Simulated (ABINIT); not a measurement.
Here is an ABINIT 10.8.3 (patched build) calculation.

run.abi

```
# Pseudopotentials
pp_dirpath "./"
pseudos "Ga.upf, P.upf"

# Structure
acell 3*1.0
rprim
     0.0000000000     5.1499761211     5.1499761211
     5.1499761211     0.0000000000     5.1499761211
     5.1499761211     5.1499761211     0.0000000000
ntypat 2
znucl 31 15
natom 2
typat 1 2
xred
     0.0000000000     0.0000000000     0.0000000000
     0.7500000000     0.7500000000     0.7500000000

# Plane-wave basis
ecut 36.0

# k points
kptopt 1
ngkpt 6 6 6
nshiftk 1
shiftk 0.0 0.0 0.0

# Exchange and correlation
ixc 11

# Bands and occupations
nband 13
occopt 3
tsmear 0.00183747

# SCF cycle
nstep 100
tolvrs 1.0e-10

# Output
iomode 3
prtwf 0
prtden 0
prteig 0
prtebands 0
```

Potentials or basis: PseudoDojo NC SR PBE v0.4.1 standard.

The run is started by

```sh
$ abinit run.abi > log 2>&1
```

Problem. What does it give for the band gap on the k mesh?

Solution. 1.65 eV, indirect (least direct gap 1.82 eV).

**The experiment to reproduce.**

“Stacking defects in GaP nanowires: Electronic structure and optical properties”, 2018, arxiv:1810.01194 quotes, for a bulk crystal of GaP at 10 K: band gap 2.34 eV (indirect).

A measured gap of GaP is 2.34 eV (indirect; 10 K; quoted in “Stacking defects in GaP nanowires: Electronic structure and optical properties”, 2018, arxiv:1810.01194); the calculated 1.65 eV misses it by -0.69 eV. Spin-orbit coupling on Ga is left out. The value is that of PBE on a finite k mesh, which can miss the band edges, without temperature or zero-point motion. Semilocal functionals fall short of measured gaps as a rule.
